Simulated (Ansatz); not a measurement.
A one-shot G0W0 calculation of zincblende BN with Ansatz, at the level G0W0@r2SCAN with 44 empty bands, a screening cutoff of 140 eV and a 6×6×6 mesh. The cell was relaxed beforehand with r2SCAN.

```yaml
crystal:
  lattice:
    - [0.0, 1.8048254679, 1.8048254679]
    - [1.8048254679, 0.0, 1.8048254679]
    - [1.8048254679, 1.8048254679, 0.0]
  atoms:
    - { symbol: B, position: [0.0, 0.0, 0.0] }
    - { symbol: "N", position: [0.25, 0.25, 0.25] }
kpoints:
  mp_grid: { grid: [6, 6, 6] }
hamiltonian:
  xc: r2scan
scf:
  occupations: { method: fixed }
gw:
  n_empty_bands: 44
  ecut_chi: 140
  qp_bands: [v2, c2]
  qp_kpoints: band_edges
  screening: { model: contour_deformation }
```

Some lines of the output have been replaced by numbered gaps.
```
Functional definition: r2SCAN
Crystal: 2 atoms, lattice volume = 11.758 Å³
Basis set: ecut = 500 eV, 307 PW (Γ)
Bands: 8, of which v1, the nominal top of the filled ones, is band 4 counted from 1 (3 counted from 0)
Symmetry: 24 space group operations
Space group: F-43m (ITA 216)
k-points: 16 of 216 (time reversal used)
SCF converged after 6 iterations
Free energy (F): -544.002713 eV
Fermi energy:    11.083121 eV
--- Band table (eV; the first three rows and the last of 16) ---
  k-point 0: bands = [-10.2574, 11.0831, 11.0831, 11.0831, 20.6685, 20.6685, 20.6685, 22.1780]
  k-point 1: bands = [-9.5625, 7.9299, 10.4408, 10.4408, 21.1861, 21.6266, 21.6266, 24.2152]
  k-point 2: bands = [-7.6411, 2.8599, 9.4592, 9.4592, 21.7019, 22.5773, 22.5773, 26.7423]
  k-point 15: bands = [-4.3028, 2.4919, 4.6251, 4.7336, 19.5271, 23.8970, 27.3156, 29.1068]
--- G₀W₀: contour deformation, 6 samples at zero and on the imaginary axis and 2 off it, 216 q-points, 44 empty bands' worth ---
    ik  band        ε_KS         Σx   Σc(E_QP)       V_xc       Z   E_QP_lin       E_QP  E_QP is
     0     3     11.0831   -22.9818     2.7947   -19.5317  0.8359    10.4262    10.4278  root
     0     4     11.0831   -22.9818     2.7947   -19.5317  0.8359    10.4262    10.4278  root
     0     5     20.6685    -7.8409    -5.2096   -14.0082  0.8478    21.6301    21.6262  root
     0     6     20.6685    -7.8409    -5.2096   -14.0082  0.8478    21.6301    21.6262  root
     1     3     10.4408   -22.7460     2.8867   -19.1507  0.8348     9.7304     9.7323  root
     1     4     10.4408   -22.7460     2.8867   -19.1507  0.8348     9.7304     9.7323  root
     1     5     21.1861    -8.9498    -5.2695   -15.1051  0.8439    22.0754    22.0719  root
     1     6     21.6266    -7.9680    -5.3975   -14.3643  0.8433    22.6301    22.6255  root
     2     3      9.4592   -22.6603     3.1021   -18.7697  0.8322     8.6680     8.6706  root
     2     4      9.4592   -22.6603     3.1021   -18.7697  0.8322     8.6680     8.6706  root
     2     5     21.7019  [1]
     2     6     22.5773    -7.7242    -5.5526   -14.2676  0.8411    23.5729    23.5681  root
     3     3      9.0615   -22.6878     3.2035   -18.6653  0.8309     8.2396     8.2425  root
     3     4      9.0615  [2]
     3     5     21.9143    -9.9731    -5.3718   -16.2269  0.8408    22.8000    22.7964  root
     3     6     22.6139    -7.5215    -5.5044   -13.9827  0.8431    23.5752    23.5708  root
     4     3      9.2682   -22.3390     3.0621   -18.4764  0.8324     8.4650     8.4677  root
     4     4      9.2682   -22.3390     3.0621   -18.4764  0.8324     8.4650     8.4677  root
     4     5     19.5512    -7.9943    -5.0085   -13.8003  0.8513    20.3511    20.3486  root
     4     6     23.3015    -8.3584    -5.6944   -15.1184  0.8350    24.3732    24.3671  root
     9     3      6.8822   -22.2776     3.6002   -17.7144  0.8241     5.9143     5.9191  root
     9     4      6.8822   -22.2776     3.6002   -17.7144  0.8241     5.9143     5.9191  root
     9     5     17.3843    -7.9013    -4.6602   -13.1718  0.8575    17.9958    17.9945  root
     9     6     22.0665  [3]
    12     3      5.9685   -22.3459     3.8203   -17.5131  0.8200     4.9503     4.9560  root
    12     4      5.9685   -22.3459     3.8203   -17.5131  0.8200     4.9503     4.9560  root
    12     5     16.0843    -7.8552    -4.4401   -12.8215  0.8611    16.6113    16.6104  root
    12     6     20.9411    -7.8826    -4.9535   -13.4888  0.8565    21.5954    21.5937  root
    14     3      4.7418   -22.7149     4.1830   -17.4234  0.8122     3.6253     3.6333  root
    14     4      6.4220   -21.8904     3.6102   -17.2727  0.8234     5.4089     5.4145  root
    14     5     21.3350    -8.2993    -5.0991   -14.1834  0.8456    22.1227    22.1200  root
    14     6     23.7627  [4]
```

The points are ik 0 = (0, 0, 0) (Γ), ik 1 = (0, 0, 1/6), ik 2 = (0, 0, 1/3), ik 3 = (0, 0, -1/2), ik 4 = (0, 1/6, 1/6), ik 9 = (0, 1/3, 1/3), ik 12 = (0, -1/2, -1/2), ik 14 = (1/6, 1/3, -1/3); band 4 is the last filled one.

Problem. Fill in the blanks. They hold quasiparticle rows.

Solution.
```
[1]
     2     5     21.7019    -9.6890    -5.3489   -15.9166  0.8415    22.5841    22.5805  root
[2]
     3     4      9.0615   -22.6878     3.2035   -18.6653  0.8309     8.2396     8.2425  root
[3]
     9     6     22.0665    -7.7476    -5.1595   -13.6194  0.8517    22.7810    22.7787  root
[4]
    14     6     23.7627    -7.9033    -5.8262   -14.5998  0.8351    24.6372    24.6329  root
```
The trailing digits, and the zero of the energies, depend on the potentials and thresholds.

The quasiparticle gap on this mesh is 6.18 eV (Γ to k = (0, -1/2, -1/2)), against 5.00 eV from r2SCAN: +1.18 eV. Renormalisation factors Z lie between 0.81 and 0.86. No extrapolation in bands, cutoff or mesh was made for G0W0.

Run as `ansatz run input.yaml --threads 2 --pin off --max-ram 3686MiB --backend cpu --events-out ev --progress --plain --runs-dir out`. It took 5.2 s on 2 threads of Intel(R) Xeon(R) Platinum 8488C (Sapphire Rapids) (shared host), load about 0.5 per core; peak host memory 0.32 GiB.

Spin-unpolarised throughout; all numbers are computed.
